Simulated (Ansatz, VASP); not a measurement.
# GaN in two plane-wave programs

Aim: how closely do two programs agree when they are given the same cell, functional and k mesh? The cell is taken from a series of runs on this material, whose earlier steps may have relaxed, scaled, displaced or heated it; both programs get it as it stands.

Program: Ansatz 0.2.0. Level of theory: plane waves, with VASP 6.6.1 beside it; zone-centre phonons at LDA. Results are calculated unless marked as measured.

### 1. The starting structure

Symmetry: R3m, No. 160, trigonal system. The conventional cell has a = 3.056 Å, b = 3.056 Å, c = 7.827 Å, α = 90.00°, β = 90.00°, γ = 120.00°. N has 4 Ga at 1.90 to 1.92 Å nearest. Nearest to Ga lie 4 N at 1.90 to 1.92 Å. Farther neighbours and most contacts between anions are not listed.

### 2. Ansatz: zone-centre phonons, LDA, pair 1

Ansatz runs on its PAW soft_1 files.

Second derivatives magnify differences that forces hide, and they need a tight electronic threshold.

Contents of input.yaml:

```yaml
crystal:
  lattice:
    - [0.0657969855, 2.2265714212, 2.2265714212]
    - [2.2265714212, 0.0657969855, 2.2265714212]
    - [2.2265714212, 2.2265714212, 0.0657969855]
  atoms:
    - { symbol: "N", position: [0.247480471, 0.247480471, 0.247480471] }
    - { symbol: Ga, position: [0.002519529, 0.002519529, 0.002519529] }
kpoints:
  mp_grid: { grid: [12, 12, 12] }
hamiltonian:
  xc: lda
  pseudopotentials: { kind: paw, azcp: { folder: soft_1 }, xc_functional: pbe }
scf:
  occupations: { method: fixed }
output:
  eigenvalues: true
phonons:
  method: dfpt
  dielectric: true
  rigid_motions: translations
```

Run with:

```console
$ ansatz run input.yaml --threads 4 --pin off --max-ram 10240MiB --backend cpu --events-out ev --progress --plain --runs-dir out
```

Numbers of over 12 decimals in the logs are rounded to 6 here.

Output:

```text
Engine: ansatz 0.2.0, x86_64-unknown-linux-gnu
Pseudopotentials: kind: paw
Pseudopotential: N, paw, valence charge 5, recommended cutoff 420 eV (normal), soft_1/N.paw.azcp
Pseudopotential: Ga, paw, valence charge 13, recommended cutoff 420 eV (normal), soft_1/Ga.paw.azcp
Functional definition: SPW92
  exchange = slater_x
  correlation = pw_c
Crystal: 2 atoms, lattice volume = 21.099 Å³
Basis set: ecut = 420 eV, 423 PW (Γ), exchange–correlation on 48×48×48 points (8 copies of the dense FFT grid, shifted against one another)
Bands: 13, of which v1, the nominal top of the filled ones, is band 9 counted from 1 (8 counted from 0)
Symmetry: 6 space group operations
k-points: 476 of 1728 (irreducible under 2 space group operations, time reversal used)
Non-local potential: N, projectors of the file, l = 0: 2, l = 1: 2, l = 2: 1
Non-local potential: Ga, projectors of the file, l = 0: 2, l = 1: 2, l = 2: 3, l = 3: 1
PAW form: soft (Blöchl's): semilocal exchange-correlation on the pseudo side does not see the compensation charge
PAW frozen core: N, regenerated for the run's functional, and the local potential with it (the file was generated under x = pbe(κ = 0.804, μ = 0.219515), c = pbe(β = 0.066725))
PAW frozen core: Ga, regenerated for the run's functional, and the local potential with it (the file was generated under x = pbe(κ = 0.804, μ = 0.219515), c = pbe(β = 0.066725))
PAW one-centre angular grid: N, 110 points (default); XC on 64 Gauss nodes
PAW one-centre angular grid: Ga, 590 points (default); XC on 64 Gauss nodes
Initial density: superposition of atomic densities (chi_scale 0.1, normalization cell, long waves kept (reshape's long-wave potential 0.00 eV rms))
Initial wavefunctions: pseudopotential atomic-orbital guess
Functional: x = slater, c = lda
SCF iter   1: F=—  HF=-4082.736612 eV  |F-HF|=—  |Δ(HF+E_count)|=         —  Δρ=1.14e-1  dr2=2.42e0  ethr=3.10e-3  ⟨swp⟩=4.1  Hψ=27861  notcnv=0  defer=552
preconditioner: auto → none  [insulator: Δε(μ)=3.048 eV  Ē_g=19.680 eV  n_scr=8 (ndim 8)  ℏωp=34.3 eV  f_vac=0.000  ε∞_Penn≈4.0]
SCF iter   2: F=—  HF=-4082.150867 eV  |F-HF|=—  |Δ(HF+E_count)|=   5.86e-1  Δρ=6.04e-2  dr2=4.63e-1  ethr=3.10e-3  ⟨swp⟩=2.2  Hψ=15804  notcnv=0  defer=128
SCF iter   3: F=—  HF=-4082.035453 eV  |F-HF|=—  |Δ(HF+E_count)|=   1.15e-1  Δρ=1.94e-2  dr2=3.78e-2  ethr=2.57e-3  ⟨swp⟩=2.0  Hψ=8810  notcnv=0  defer=952
SCF iter   4: F=—  HF=-4082.029077 eV  |F-HF|=—  |Δ(HF+E_count)|=   6.38e-3  Δρ=7.91e-3  dr2=5.70e-3  ethr=2.10e-4  ⟨swp⟩=2.0  Hψ=12210  notcnv=0  defer=952
SCF iter   5: F=—  HF=-4082.026131 eV  |F-HF|=—  |Δ(HF+E_count)|=   2.95e-3  Δρ=8.53e-4  dr2=4.21e-5  ethr=3.17e-5  ⟨swp⟩=2.0  Hψ=11260  notcnv=0  defer=952
SCF iter   6: F=—  HF=-4082.026119 eV  |F-HF|=—  |Δ(HF+E_count)|=   1.14e-5  Δρ=1.20e-4  dr2=1.31e-6  ethr=2.34e-7  ⟨swp⟩=2.0  Hψ=9044  notcnv=0  defer=49
SCF iter   7: F=—  HF=-4082.026119 eV  |F-HF|=—  |Δ(HF+E_count)|=   2.86e-7  Δρ=1.15e-5  dr2=1.26e-8  ethr=7.29e-9  ⟨swp⟩=2.3  Hψ=8544  notcnv=0
SCF iter   8: F=—  HF=-4082.026119 eV  |F-HF|=—  |Δ(HF+E_count)|=   1.05e-9  Δρ=1.25e-6  dr2=1.75e-10  ethr=6.98e-11  ⟨swp⟩=2.0  Hψ=8071  notcnv=0
SCF iter   9: F=-4082.026119 eV  HF=-4082.026119 eV  |F-HF|=2.27e-12  |Δ(HF+E_count)|=  6.82e-12  Δρ=2.27e-7  dr2=4.73e-12  ethr=1.00e-12  ⟨swp⟩=6.0  Hψ=32340  notcnv=0
SCF 1 converged in 9 iterations: F = -4082.026119 eV  dr2 = 4.73e-12
  greatest PAW one-centre occupation: 0.996 electrons in one spin orbital (limit 2), on the Ga atom at site 1 (counted from 0), in its partial waves of l = 2
NSCF: frozen V_eff on 5 k-points
DFPT response loops at Γ: preconditioner auto → none (the input reference at scf.mixing.eps_inf says where Resta's filter doesn't serve); β = 0.50; Broyden in place of MSR1
── the response to a field inside a basis, on 12×12×12 k-points: an SCF that follows is theirs, and a resumed run solves both again ──
Bands: 10, of which v1, the nominal top of the filled ones, is band 9 counted from 1 (8 counted from 0)
k-points: 182 of 1728 (time reversal used)
Initial density: handed on by an earlier stage of this run
Initial wavefunctions: pseudopotential atomic-orbital guess (no wavefunctions were taken with the density)
Eigensolver: Dense (182 Hₖ)
SCF iter   1: F=—  HF=-4082.028203 eV  |F-HF|=—  |Δ(HF+E_count)|=         —  Δρ=5.34e-4  dr2=1.03e-5  ethr=1.00e-1
preconditioner: auto → none  [insulator: Δε(μ)=2.297 eV  Ē_g=15.653 eV  n_scr=8 (ndim 8)  ℏωp=34.3 eV  f_vac=0.000  ε∞_Penn≈5.8]
SCF iter   2: F=—  HF=-4082.028202 eV  |F-HF|=—  |Δ(HF+E_count)|=   1.29e-6  Δρ=2.91e-4  dr2=4.81e-6  ethr=5.72e-8
SCF iter   3: F=—  HF=-4082.028203 eV  |F-HF|=—  |Δ(HF+E_count)|=   1.11e-6  Δρ=1.14e-4  dr2=2.25e-6  ethr=2.67e-8
SCF iter   4: F=-4082.028202 eV  HF=-4082.028202 eV  |F-HF|=3.60e-9  |Δ(HF+E_count)|=   1.04e-6  Δρ=1.34e-5  dr2=1.31e-8  ethr=1.25e-8
SCF 1 converged in 4 iterations: F = -4082.028202 eV  dr2 = 1.31e-8
DFPT response loops at Γ: mixed as the last ones told, above
SCF converged after 9 iterations
Free energy (F): -4082.026119 eV
Harris-Foulkes:  -4082.026119 eV  (|F-HF|=2.27e-12)
Internal energy: -4082.026119 eV  (E = F + TS)
E sigma→0 (E₀):  -4082.026119 eV
Fermi energy:    10.682844 eV
--- Per-component energies (eV) ---
  E_band       = 6.978409
  E_kinetic    = 243.825506
  E_local      = -1352.676338  (includes V_loc(G=0)·N_el)
  E_nonlocal   = -51.572209
  E_hartree    = 869.932713
  E_xc         = -122.581802
  E_vxc        = -132.379667  (∫ρ·V_xc dr)
  E_paw        = -2039.531539  (= ΣΔE_a)
  E_vpaw       = -440.084928  (= ΣTr[D̂ρ^β])
  E_aug_tail   = 0.000616  (compensation charges beyond the density's cutoff)
  E_ewald      = -1631.231592
  E_core_change = 1.808525  (= ΣΔE_core)
  E_smearing   = -0.000000  (= −TS)
  E_closure    = 0.000000  (closes the sum)
  Σ components = -4082.026119   (vs F -4082.026119, Δ=0.00e0)
--- Band table (eV; the first three rows and the last of 476) ---
  k-point 0: bands = [... 5 lower, -2.7417, 10.3188, 10.6828, 10.6828, 12.7622, 20.5686, 21.5746, 21.5746]
  k-point 1: bands = [... 5 lower, -2.7431, 9.8327, 10.2955, 10.5954, 13.3470, 20.6822, 21.2031, 21.6779]
  k-point 2: bands = [... 5 lower, -2.7435, 8.3497, 10.0502, 10.3667, 14.2452, 20.2689, 21.1935, 21.8430]
  k-point 475: bands = [... 5 lower, -1.5354, 2.6841, 9.6999, 9.6999, 16.1111, 19.3649, 21.7128, 21.7128]
--- Phonons (Γ-DFPT): 2 representative perturbations + reference, on 476 of 1728 k-points (Σ response iterations 6) ---
  k mesh reduced under 2 symmetry operations, with k and −k counted as one. Each operation leaves every solved perturbation unchanged. A smaller set is not considered because the run solves the response to a homogeneous field
  ASR residual: 1.239e-4 → 0.000e0 eV/Å²; symmetrization residual: 1.369e-6 eV/Å²
  ASR residual per site (eV/Å²): 1.24e-4 5.06e-6
  Γ frequencies (cm⁻¹): 0.00 0.00 0.00 582.05 594.70 594.70
  ε∞ (high-frequency dielectric tensor):
        5.579794     0.107743     0.107743
        0.107743     5.579794     0.107743
        0.107743     0.107743     5.579794
  ε⁰ (static dielectric tensor: ions relaxed, cell fixed):
        9.496125     0.247238     0.247238
        0.247238     9.496125     0.247238
        0.247238     0.247238     9.496125
  ε⁰ − ε∞ (ionic part):
        3.916331     0.139495     0.139495
        0.139495     3.916331     0.139495
        0.139495     0.139495     3.916331
  softest optical mode at Γ: 582.05 cm⁻¹; the repairs (sum rule, projections) moved no ω² at Γ by more than (1.61 cm⁻¹)²
  Born effective charges Z* (e; rows j = field, columns β = displacement):
    site 0:
        -2.61181   -0.02717   -0.02717
        -0.02717   -2.61181   -0.02717
        -0.02717   -0.02717   -2.61181
    site 1:
         2.61181    0.02717    0.02717
         0.02717    2.61181    0.02717
         0.02717    0.02717    2.61181
  Z* charge neutrality: 4.711e-4 e pre-enforcement
  solved inside a basis spanned on kpoints, on 12×12×12 k-points, its susceptibility summed on 16×16×16: ε∞ is read to err by 1.6e-2, Z* by 1.4e-2 e (field_mesh: kpoints solves on kpoints); Z* is corrected for what the basis lacks
  optical modes at Γ without the LO–TO term, one row a degenerate level:
      ω (cm⁻¹)  modes    IR ((D/Å)²/amu)
        582.05      1            14.0601
        594.70      2            26.4272
  optical modes at Γ + LO–TO along q̂ = [1.0000, 0.0000, 0.0000]:
      ω (cm⁻¹)  modes    IR ((D/Å)²/amu)
        586.31      1            13.7888
        594.70      1            13.2136
        770.20      1            13.4849
  optical modes at Γ + LO–TO along q̂ = [0.0000, 1.0000, 0.0000]:
      ω (cm⁻¹)  modes    IR ((D/Å)²/amu)
        586.31      1            13.7888
        594.70      1            13.2136
        770.20      1            13.4849
  optical modes at Γ + LO–TO along q̂ = [0.0000, 0.0000, 1.0000]:
      ω (cm⁻¹)  modes    IR ((D/Å)²/amu)
        586.31      1            13.7888
        594.70      1            13.2136
        770.20      1            13.4849
```

In the SCF lines HF is the Harris–Foulkes energy and dr2 the Hartree energy of the density residual, in eV; the loop may stop once dr2 is under the threshold and the program's other checks hold. Hψ counts applications of the Hamiltonian.

(Continued in part 2 of 3.)

[Lines on the potential files, build, host, timing and source positions are cut from VASP's logs without a mark.]

[Logs are printed without paths, hosts, clocks, repeated set-up lines and the standing remarks that a program may print on its own settings, such as how far it seeks lower states.]

[Hosts, paths, dates, database ids (printed as entryN), source tags and the programs' standing remarks are cut or masked in the printed files.]
